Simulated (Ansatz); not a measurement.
# C (P-1) in Ansatz: convergence with dr2 threshold

Aim: find how far dr2 threshold must go before the results for C settle, at PBE. This setting moves, with any that are tied to it; all else stays.

Program: Ansatz 0.2.0. These are calculated values, not measurements. Logs are shortened: lines on timing, memory, paths and dates and some standing lists are left out, and cuts for length are marked.

## Step 1: The cell of the first run

The typed cell holds 2 atoms: a = 2.522 Å, b = 2.522 Å, c = 2.522 Å, α = 60.00°, β = 60.00°, γ = 60.00°.

This isn't the form of C at room conditions, which is graphite.

The cell isn't the ideal one: atoms moved at random, drawn with an rms of 0.15 Å.

## Step 2: With dr2 threshold 0.001

The input, input.yaml:

```yaml
crystal:
  lattice:
    - [0.0, 1.78337, 1.78337]
    - [1.78337, 0.0, 1.78337]
    - [1.78337, 1.78337, 0.0]
  atoms:
    - { symbol: C, position: [0.689727, 0.806099, 0.720825] }
    - { symbol: C, position: [0.46634, 0.524778, 0.51586] }
kpoints:
  mp_grid: { grid: [8, 8, 8] }
scf:
  occupations: { method: fermi_dirac, width: 0.05 }
  convergence: { dr2_threshold: 0.001 }
hamiltonian:
  xc: pbe
  pseudopotentials: { kind: all_electron, lapw: { basis_error: 0.001 } }
output:
  forces: true
  stress: true
  eigenvalues: true
```

Potentials or basis: all-electron LAPW, scalar-relativistic.

The run is started by

```
$ ansatz run input.yaml --threads 1 --pin off --max-ram 3072MiB --backend cpu --events-out ev --progress --plain --runs-dir out
```

Run time: 13 s. Hardware: 1 thread of Intel Xeon Platinum 8259CL at 2.50GHz (Skylake/Cascade Lake), shared host; peak memory 0.38 GiB.

Results:

| Quantity | Value |
| --- | --- |
| Free energy | -2073.1600 eV |
| Pressure | 7.5 GPa |
| Largest force | 4.611 eV/Å |
| Band gap on the k mesh | 1.80 eV, indirect (least direct gap 1.89 eV) |

## Step 3: With dr2 threshold 0.0001

input.yaml: that of step 2 with these lines changed.

```diff
@@ -12,3 +12,3 @@
   occupations: { method: fermi_dirac, width: 0.05 }
-  convergence: { dr2_threshold: 0.001 }
+  convergence: { dr2_threshold: 0.0001 }
 hamiltonian:
```

Potentials or basis: all-electron LAPW, scalar-relativistic.

The run is started by

```
$ ansatz run input.yaml --threads 1 --pin off --max-ram 3072MiB --backend cpu --events-out ev --progress --plain --runs-dir out
```

Wall time 13 s (1 thread of Intel Xeon Platinum 8259CL at 2.50GHz (Skylake/Cascade Lake), shared host); peak memory 0.38 GiB.

What came out:

| Quantity | Value |
| --- | --- |
| Free energy | -2073.1600 eV |
| Pressure | 7.5 GPa |
| Largest force | 4.611 eV/Å |
| Band gap on the k mesh | 1.80 eV, indirect (least direct gap 1.89 eV) |

## Step 4: With dr2 threshold 1e-05

input.yaml: that of step 3 with these lines changed.

```diff
@@ -12,3 +12,3 @@
   occupations: { method: fermi_dirac, width: 0.05 }
-  convergence: { dr2_threshold: 0.0001 }
+  convergence: { dr2_threshold: 1.0e-05 }
 hamiltonian:
```

The run is started by

```
$ ansatz run input.yaml --threads 1 --pin off --max-ram 3072MiB --backend cpu --events-out ev --progress --plain --runs-dir out
```

Wall time 13 s (1 thread of Intel Xeon Platinum 8259CL at 2.50GHz (Skylake/Cascade Lake), shared host); peak memory 0.4 GiB.

What came out:

```yaml
Free_energy: -2073.1600 eV
Pressure: 7.5 GPa
Largest_force: 4.611 eV/Å
Band_gap_on_the_k_mesh: 1.80 eV, indirect (least direct gap 1.89 eV)
```

## Step 5: With dr2 threshold 1e-06

input.yaml: that of step 4 with these lines changed.

```diff
@@ -12,3 +12,3 @@
   occupations: { method: fermi_dirac, width: 0.05 }
-  convergence: { dr2_threshold: 1.0e-05 }
+  convergence: { dr2_threshold: 1.0e-06 }
 hamiltonian:
```

The run is started by

```
$ ansatz run input.yaml --threads 1 --pin off --max-ram 3072MiB --backend cpu --events-out ev --progress --plain --runs-dir out
```

It took 13 s on 1 thread of Intel Xeon Platinum 8259CL at 2.50GHz (Skylake/Cascade Lake), shared host; peak memory 0.4 GiB.

What came out:

* Free energy: -2073.1600 eV
* Pressure: 7.5 GPa
* Largest force: 4.611 eV/Å
* Band gap on the k mesh: 1.80 eV, indirect (least direct gap 1.89 eV)

## Step 6: With dr2 threshold 1e-07

input.yaml: that of step 5 with these lines changed.

```diff
@@ -12,3 +12,3 @@
   occupations: { method: fermi_dirac, width: 0.05 }
-  convergence: { dr2_threshold: 1.0e-06 }
+  convergence: { dr2_threshold: 1.0e-07 }
 hamiltonian:
```

Potentials or basis: all-electron LAPW, scalar-relativistic.

The run is started by

```
$ ansatz run input.yaml --threads 1 --pin off --max-ram 3072MiB --backend cpu --events-out ev --progress --plain --runs-dir out
```

It took 13 s on 1 thread of Intel Xeon Platinum 8259CL at 2.50GHz (Skylake/Cascade Lake), shared host; peak memory 0.4 GiB.

Results:

| Item | Value |
| --- | --- |
| Free energy | -2073.1600 eV |
| Pressure | 7.5 GPa |
| Largest force | 4.611 eV/Å |
| Band gap on the k mesh | 1.80 eV, indirect (least direct gap 1.89 eV) |

## Step 7: With dr2 threshold 1e-08

input.yaml: that of step 6 with these lines changed.

```diff
@@ -12,3 +12,3 @@
   occupations: { method: fermi_dirac, width: 0.05 }
-  convergence: { dr2_threshold: 1.0e-07 }
+  convergence: { dr2_threshold: 1.0e-08 }
 hamiltonian:
```

The run is started by

```
$ ansatz run input.yaml --threads 1 --pin off --max-ram 3072MiB --backend cpu --events-out ev --progress --plain --runs-dir out
```

Run time: 14 s. Hardware: 1 thread of Intel Xeon Platinum 8259CL at 2.50GHz (Skylake/Cascade Lake), shared host; peak memory 0.38 GiB.

The run converged. Its results:

- Free energy: -2073.1600 eV
- Pressure: 7.5 GPa
- Largest force: 4.611 eV/Å
- Band gap on the k mesh: 1.80 eV, indirect (least direct gap 1.89 eV)

## Step 8: With dr2 threshold 1e-10

input.yaml: that of step 7 with these lines changed.

```diff
@@ -12,3 +12,3 @@
   occupations: { method: fermi_dirac, width: 0.05 }
-  convergence: { dr2_threshold: 1.0e-08 }
+  convergence: { dr2_threshold: 1.0e-10 }
 hamiltonian:
```

Potentials or basis: all-electron LAPW, scalar-relativistic.

The run is started by

```
$ ansatz run input.yaml --threads 1 --pin off --max-ram 3072MiB --backend cpu --events-out ev --progress --plain --runs-dir out
```

The log of the run:

```text
Warning: RAYON_NUM_THREADS=1 ignored (pool sized by the plan → 1); use --threads N
LAPW: plane waves up to 11.412 Å⁻¹, error target 1.0e-3 eV per atom; small_component_spin mean_spin; C in spheres of 0.732 Å, 6 of its electrons in bands, Dirac shells [] (how accurate: hamiltonian.pseudopotentials.lapw.basis_error, Limitations)
Engine: ansatz 0.2.0, x86_64-unknown-linux-gnu
Pseudopotentials: kind: all_electron
Pseudopotential: C, LAPW, valence charge 6, lapw/all_electron/scalar/gaussian/C, Koelling and Harmon's equation, gaussian nucleus
Functional definition: PBE
  parameter kappa = 0.804
  parameter beta = 0.06672455060314922
  exchange = pbe_x(kappa = kappa, mu = beta*pi^2/3)
  correlation = pbe_c(beta = beta)
Crystal: 2 atoms, lattice volume = 11.344 Å³
Basis set: ecut = 496.20674821755705 eV, 283 PW (Γ), exchange–correlation at level 2
Bands: 10, of which v1, the nominal top of the filled ones, is band 6 counted from 1 (5 counted from 0)
Symmetry: 2 space group operations
Space group: P-1 (ITA 2), of the structure as read, at distance tolerance 2.2e-5 Å
k-points: 260 of 512
Non-local potential: C, projectors of the file, none
Initial density: superposition of atomic densities (chi_scale 0.1, normalization cell)
Initial wavefunctions: plane waves of lowest kinetic energy (no species holds an atomic orbital)
Functional: x = pbe(κ = 0.804, μ = 0.2195149727645171), c = pbe(β = 0.06672455060314922)
iter 1 solved again at ethr=1.27e-2 eV; its pass at ethr=1.00e-1 eV (dr2=1.52e0 eV) is discarded
SCF iter   1: F=—  HF=-2073.787169 eV  |F-HF|=—  |Δ(HF+E_count)|=         —  Δρ=1.38e-1  dr2=1.52e0  ethr=1.27e-2  ⟨swp⟩=2.0  Hψ=19210  notcnv=0
preconditioner: auto → none  [insulator: Δε(μ)=2.088 eV  Ē_g=19.655 eV  σ=0.050 eV  W_gap=1.00  n_scr=0 (ndim 8)  ℏωp=31.2 eV  f_vac=0.000  D(μ)=0.00/eV (n_scr^D=0)  ε∞_Penn≈3.5]
SCF iter   2: F=—  HF=-2073.225523 eV  |F-HF|=—  |Δ(HF+E_count)|=   5.62e-1  Δρ=5.46e-2  dr2=2.20e-1  ethr=1.27e-2  ⟨swp⟩=2.7  Hψ=7011  notcnv=0
iter 3 solved again at ethr=7.50e-6 eV; its pass at ethr=1.83e-3 eV (dr2=9.00e-4 eV) is discarded
SCF iter   3: F=—  HF=-2073.159591 eV  |F-HF|=—  |Δ(HF+E_count)|=   6.59e-2  Δρ=4.86e-3  dr2=8.91e-4  ethr=7.50e-6  ⟨swp⟩=2.4  Hψ=13309  notcnv=0
SCF iter   4: F=—  HF=-2073.160030 eV  |F-HF|=—  |Δ(HF+E_count)|=         —  Δρ=3.41e-4  dr2=3.88e-6  ethr=7.42e-6  ⟨swp⟩=2.1  Hψ=5780  notcnv=0
the basis was enlarged: its passes take 60.0 KiB over the memory plan, 1 of 1 planned eigensolver slots
SCF iter   5: F=—  HF=-2073.160036 eV  |F-HF|=—  |Δ(HF+E_count)|=   5.87e-6  Δρ=3.61e-5  dr2=4.70e-8  ethr=3.24e-8  ⟨swp⟩=3.0  Hψ=6652  notcnv=0
SCF iter   6: F=—  HF=-2073.160036 eV  |F-HF|=—  |Δ(HF+E_count)|=   9.86e-8  Δρ=6.65e-6  dr2=1.51e-9  ethr=3.92e-10  ⟨swp⟩=3.0  Hψ=6637  notcnv=0
SCF iter   7: F=-2073.160036 eV  HF=-2073.160036 eV  |F-HF|=1.50e-11  |Δ(HF+E_count)|=   3.87e-9  Δρ=4.11e-7  dr2=1.20e-11  ethr=1.26e-11  ⟨swp⟩=3.0  Hψ=6757  notcnv=0
SCF 1 converged in 7 iterations: F = -2073.160036 eV  dr2 = 1.20e-11
SCF converged after 7 iterations
Free energy (F): -2073.160036 eV
Harris-Foulkes:  -2073.160036 eV  (|F-HF|=1.50e-11)
Internal energy: -2073.160036 eV  (E = F + TS)
E sigma→0 (E₀):  -2073.160036 eV
Fermi energy:    16.514515 eV
--- Per-component energies (eV) ---
  E_band       = -971.683972
  E_kinetic    = 2067.113090
  E_xc         = -295.555129
  E_electrostatic = -3844.717997  (all electrons and nuclei)
  E_smearing   = -0.000000  (= −TS)
  E_closure    = 0.000000  (closes the sum)
  E_atoms      = -2055.265647  (free atoms, spherical and without spin; not in F)
  Σ components = -2073.160036   (vs F -2073.160036, Δ=0.00e0)
  Basis errors (estimates in eV, not in F): energy 6.3e-4 per atom: plane waves 6.0e-4 (3.9e-4 summed), levels above the bands 1.2e-122, relativity 8.5e-9, radial functions 3.4e-5, core shells 0.0e0; eigenvalues (radial functions only) 2.6e-6; not estimated: angular momenta, meshes, grids; target (lapw.basis_error) 1.0e-3; muffin-tin radii C 0.732 Å
--- Forces (eV/Å), atoms counted from 1 ---
  atom   1  C      0.78514394     4.54316355     0.06182550
  atom   2  C     -0.78514394    -4.54316355    -0.06182550
  max |Σ_I F_I| component: 0.00e0 eV/Å
--- Stress (GPa, compression-positive) ---
        8.646489       1.792952       5.119736
        1.792952       5.088580       0.319813
        5.119736       0.319813       8.788358
  P = ⅓ Tr σ = 7.5078 GPa (75.078 kbar)
--- Band table (eV; the first three rows and the last of 260) ---
  k-point 0: bands = ["-252.1917", "-252.1777", "-7.8742", "11.6599", "13.7978", "15.6485", "17.5386", "18.9729", "21.0642", "26.8938"]
  k-point 1: bands = ["-252.1915", "-252.1779", "-7.4429", "11.2438", "11.8690", "13.7144", "18.9048", "20.3531", "21.7132", "27.1309"]
  k-point 2: bands = ["-252.1911", "-252.1783", "-6.1664", "7.4767", "10.4764", "12.6172", "19.7931", "21.8020", "22.8428", "27.7251"]
  k-point 259: bands = ["-252.1857", "-252.1836", "-1.8646", "-0.3648", "10.1652", "11.8902", "20.7209", "22.1225", "24.5228", "30.1041"]
```

Run time: 15 s. Hardware: 1 thread of Intel Xeon Platinum 8259CL at 2.50GHz (Skylake/Cascade Lake), shared host; peak memory 0.39 GiB.

Results:

```
Free energy            : -2073.1600 eV
Pressure               : 7.5 GPa
Largest force          : 4.611 eV/Å
Band gap on the k mesh : 1.80 eV, indirect (least direct gap 1.89 eV)
```

## Step 9: Result

| dr2 threshold | energy less the tightest run, at zero smearing (meV/atom) | SCF cycles | CPU time (s) | peak memory (GiB) |
| --- | --- | --- | --- | --- |
| 0.001 | 0.00 | 5 | 13 | 0.38 |
| 0.0001 | 0.00 | 5 | 13 | 0.38 |
| 1e-05 | 0.00 | 5 | 13 | 0.4 |
| 1e-06 | 0.00 | 5 | 13 | 0.4 |
| 1e-07 | 0.00 | 5 | 13 | 0.4 |
| 1e-08 | 0.00 | 6 | 14 | 0.38 |
| 1e-10 | 0.00 | 7 | 15 | 0.39 |

Against the tightest run, the energy stays within 1 meV/atom from 0.001 on. The tightest run that finished is the yardstick and may itself not be fully converged.
